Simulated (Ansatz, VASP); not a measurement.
## ZnS: VASP beside Ansatz

```xyz
2
Lattice="0.0000 2.7749 2.5952 2.7749 0.0000 2.5952 2.7749 2.7749 0.0000" Properties=species:S:1:pos:R:3 pbc="T T T"
Zn    0.0000    0.0000    0.0000
S     1.3875    1.3875    1.2976
```

Change from the starting cell: epitaxial_xy strain +3.0%.

Alike in both runs: task single point; functional r2SCAN; k mesh 8 × 8 × 8; no spin polarisation.

|  | VASP | Ansatz |
| --- | --- | --- |
| version | VASP 6.6.1 | Ansatz 0.2.0 |
| potentials or method | VASP PAW PBE potentials, release 64 (Zn, S) | plane waves, PAW |
| plane-wave cutoff (eV) | 520 | 500 |
| occupations | gaussian, width 0.01 eV | fixed |
| valence electrons in the cell | 18 | 18 |

```csv
,VASP,Ansatz,Ansatz less VASP
gap on the k mesh at the Fermi level (eV),2.46,2.46,-0.010
pressure (GPa),-1.7,-1.7,-0.03
largest component of the traceless stress (GPa),1.77,1.73,-0.045
```

Caveats: the PAW data sets were made with another functional, which shifts forces and pressure a little (VASP).
